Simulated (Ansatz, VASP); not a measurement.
This is a calculation of PbO (Litharge) for Ansatz 0.2.0. 

Contents of input.yaml:

```yaml
crystal:
  lattice:
    - [3.99, 0.0, 0.0]
    - [0.0, 3.99, 0.0]
    - [0.0, 0.0, 5.01]
  atoms:
    - { symbol: Pb, position: [0.5, 0.0, 0.76] }
    - { symbol: Pb, position: [0.0, 0.5, 0.24] }
    - { symbol: O, position: [0.5, 0.5, 0.0] }
    - { symbol: O, position: [0.0, 0.0, 0.0] }
kpoints:
  mp_grid: { grid: [7, 7, 6] }
scf:
  occupations: { method: fermi_dirac, width: 0.05 }
hamiltonian:
  xc: pbe
  pseudopotentials: { kind: all_electron, lapw: { basis_error: 0.001 } }
output:
  forces: true
  stress: true
  eigenvalues: true
  populations: true
```

Potentials or basis: all-electron LAPW, scalar-relativistic.

Command:

```bash
$ ansatz run input.yaml --threads 2 --pin off --max-ram 6144MiB --backend cpu --events-out ev --progress --plain --runs-dir out
```

Translate it to VASP 6.6.1. Potentials or basis there: PBE PAW files O, Pb_d, 520 eV.

As run (cutoffs and basis follow the program's own potentials, and thresholds, step limits or extra output files can differ):

The input INCAR:

```
PREC     = Accurate       # precision mode
ENCUT    = 520            # plane-wave cutoff, eV
EDIFF    = 1E-7           # SCF threshold, eV
ISMEAR   = -1             # smearing method
SIGMA    = 0.05           # smearing width, eV
LREAL    = False          # projectors in reciprocal space
LASPH    = True           # aspherical terms in the spheres
NELM     = 80             # most SCF steps
ALGO     = Normal         # electronic algorithm
ISIF     = 2              # what is computed and relaxed
LWAVE    = False          # write WAVECAR
LCHARG   = True           # write CHGCAR
GGA      = PE             # functional
LELF     = True           # ELF
LVHAR    = True         
NBANDS   = 28             # bands
```

The input KPOINTS:

```
Automatic mesh
0
Gamma
  7 7 6
```

POSCAR

```
PbO
1.0
    3.9900000000      0.0000000000      0.0000000000
    0.0000000000      3.9900000000      0.0000000000
    0.0000000000      0.0000000000      5.0100000000
Pb O
2 2
Direct
    0.5000000000      0.0000000000      0.7600000000
    0.0000000000      0.5000000000      0.2400000000
    0.5000000000      0.5000000000      0.0000000000
    0.0000000000      0.0000000000      0.0000000000
```

Potentials or basis: VASP PAW PBE potentials, release 64 (Pb_d, O).

The run is started by

```console
$ cat potpaw_PBE.64/Pb_d/POTCAR potpaw_PBE.64/O/POTCAR > POTCAR
$ mpirun -np 1 vasp_std > vasp.out
```

Both were run:

|  | Ansatz | VASP |
| --- | --- | --- |
| Pressure | 3.0 GPa | 3.0 GPa |

Where Ansatz's input types no cutoff or centring, it takes its own default and a Γ-centred mesh.

Pressure is positive in compression.
